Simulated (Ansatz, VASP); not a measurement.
# Hf: VASP beside Ansatz

Contents of POSCAR:

```
Hf
1.0
    0.0000000000      2.9408856234      2.9408856234
    2.9408856234      0.0000000000      2.9408856234
    2.9408856234      2.9408856234      0.0000000000
Hf
2
Direct
    0.5000000000      0.5000000000      0.5000000000
    0.7500000000      0.7500000000      0.7500000000
```

INCAR.step1

```
SYSTEM = Hf
  ALGO = Normal
  EDIFF = 1E-4
  ENCUT = 600
  GGA = PE
  ISMEAR = 0
  LASPH = .TRUE.
  LCHARG = .FALSE.
  LREAL = .FALSE.
  LWAVE = .TRUE.
  NELM = 80
  PREC = Accurate
  SIGMA = 0.1
```

INCAR.step2

```
SYSTEM = Hf
  ALGO = Normal
  EDIFF = 1E-6
  EDIFFG = -0.04
  ENCUT = 600
  IBRION = 2
  ISIF = 3
  ISMEAR = 0
  ISTART = 1
  LASPH = .TRUE.
  LCHARG = .FALSE.
  LMIXTAU = .TRUE.
  LREAL = .FALSE.
  LWAVE = .FALSE.
  METAGGA = R2SCAN
  NELM = 80
  NSW = 90
  PREC = Accurate
  SIGMA = 0.1
```

Contents of KPOINTS:

```
k-points
0
G
  6 6 6
  0 0 0
```

Input for Ansatz:

```yaml
crystal:
  lattice:
    - [0.0, 2.9408856234, 2.9408856234]
    - [2.9408856234, 0.0, 2.9408856234]
    - [2.9408856234, 2.9408856234, 0.0]
  atoms:
    - { symbol: Hf, position: [0.5, 0.5, 0.5] }
    - { symbol: Hf, position: [0.75, 0.75, 0.75] }
basis:
  ecutwfc: 500
kpoints:
  mp_grid: { grid: [6, 6, 6] }
hamiltonian:
  xc: r2scan
scf:
  occupations: { method: gaussian, width: 0.1 }
  lower_state_search: "off"
output:
  forces: true
  stress: true
  eigenvalues: true
relax:
  adjacent_minimum: "off"
  f_tol: 0.04
  max_steps: 70
  cell: { stress_tol: 0.4 }
```

Alike in both runs: task relaxation of cell and atoms; functional r2SCAN; k mesh 6 × 6 × 6; occupations gaussian, width 0.1 eV; no spin polarisation.

|  | VASP | Ansatz |
| --- | --- | --- |
| version | VASP 6.6.1 | Ansatz 0.2.0 |
| potentials or method | VASP PAW PBE potentials, release 64 (Hf_pv) | scalar-relativistic, plane waves, PAW |
| plane-wave cutoff (eV) | 600 | 500 |
| valence electrons in the cell | 20 | 52 |

VASP gave:

| Item | Value |
| --- | --- |
| gap on the k mesh at the Fermi level, each at its own relaxed structure (eV) | none |
| relaxed volume (Å³/atom) | 34.59 |
| relaxed cell length with the largest relative difference (Å) | 4.608 |
| energy change over the relaxation (meV/atom) | -191 |

**Question.** Which values does Ansatz return?

**Answer.** gap on the k mesh at the Fermi level, each at its own relaxed structure (eV): none; relaxed volume (Å³/atom): 34.79; relaxed cell length with the largest relative difference (Å): 4.617; energy change over the relaxation (meV/atom): -200.

A gap of «none» marks a metal or a gap that the smearing closes. The two sets of potentials don't hold the same shells in valence.

Caveats: the volume moved by over 15 % at a fixed basis, so the end points are rough (VASP); the PAW data sets were made with another functional, which shifts forces and pressure a little (VASP). The runs have no spin-orbit coupling, so splittings on Hf are missing.
